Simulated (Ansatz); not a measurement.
# BaTiO3: the cost of one run

Program: Ansatz 0.2.0 through its Python package. Level of theory: DFT PBEsol, plane waves, PAW. These are calculated values, not measurements.

The COD entry's cell or inner coordinates are ideal or old and differ from later refinements, so a difference from it is no clean test against experiment.

## (1) Starting point

Symmetry: P4mm, No. 99, tetragonal system. The conventional cell has a = 4.000 Å, b = 4.000 Å, c = 4.018 Å, α = 90.00°, β = 90.00°, γ = 90.00°. Ba (site symmetry 4mm) is surrounded by 12 O at 2.79 to 2.88 Å. Ti (site symmetry 4mm) has 6 O at 1.89 to 2.13 Å as nearest neighbours. O (site symmetry 4mm) is surrounded by 2 Ti at 1.89 to 2.13 Å. O (site symmetry 2mm) has 2 Ti at 2.00 Å and 4 Ba at 2.79 to 2.88 Å as nearest neighbours.

No structure file is read: the coordinates are typed or built in the script.

## (2) The script

eps.py reads:

```python
# -*- coding: utf-8 -*-
import ansatz as az
import numpy as np

lattice = az.Lattice.of(
    (3.9998, 0.0, 0.0),
    (0.0, 3.9998, 0.0),
    (0.0, 0.0, 4.018),
)
sites = [
    ("Ba", (0.0, 0.0, 0.0)),
    ("Ti", (0.5, 0.5, 0.49)),
    ("O", (0.5, 0.5, 0.019)),
    ("O", (0.5, 0.0, 0.517)),
    ("O", (0.0, 0.5, 0.517)),
]
cell = az.Crystal(lattice=lattice)
for symbol, position in sites:
    cell = cell.atom(symbol, position)

calculation = (
    cell.calculation()
    .functional("PBEsol")
    .pseudopotentials("paw")
    .kpoints(6, 6, 6, center="gamma")
    .scf(tolerance=1e-09)
    .occupations("fixed")
    .dielectric()
)
res = calculation.run(threads=1, pin="off")
response = res.dielectric
eps = np.asarray(response.eps_inf)

values = np.linalg.eigvalsh(eps)
print("principal values of eps_inf:", np.round(values, 3))
print("refractive indices:", np.round(np.sqrt(values), 3))
for index, (site, z) in enumerate(zip(res.lattice.sites, response.zstar_e)):
    print("Born charge tensor of", site.symbol, index)
    print(np.round(z, 3) + 0.0)
print(f"charge neutrality missed by {response.zstar_sum_residual_pre_e:.4f} e before the sum rule")
```

## (3) What the engine is handed

The engine receives this input:

```yaml
crystal:
  lattice:
    - [3.9998, 0.0, 0.0]
    - [0.0, 3.9998, 0.0]
    - [0.0, 0.0, 4.018]
  atoms:
    - { symbol: Ba, position: [0.0, 0.0, 0.0] }
    - { symbol: Ti, position: [0.5, 0.5, 0.49] }
    - { symbol: O, position: [0.5, 0.5, 0.019] }
    - { symbol: O, position: [0.5, 0.0, 0.517] }
    - { symbol: O, position: [0.0, 0.5, 0.517] }
kpoints:
  mp_grid:
    grid: [6, 6, 6]
    shift: [0.0, 0.0, 0.0]
hamiltonian:
  xc: pbesol
  pseudopotentials:
    kind: paw
scf:
  convergence:
    dr2_threshold: 1.0e-09
  occupations:
    method: fixed
dielectric: {}
```

## (4) Launch

Launch:

```console
> python eps.py
```

Q: Estimate wall time and peak memory on 1 thread of Arm Neoverse N1, shared host.

About 3.5 min, with a peak of 0.89 GiB.
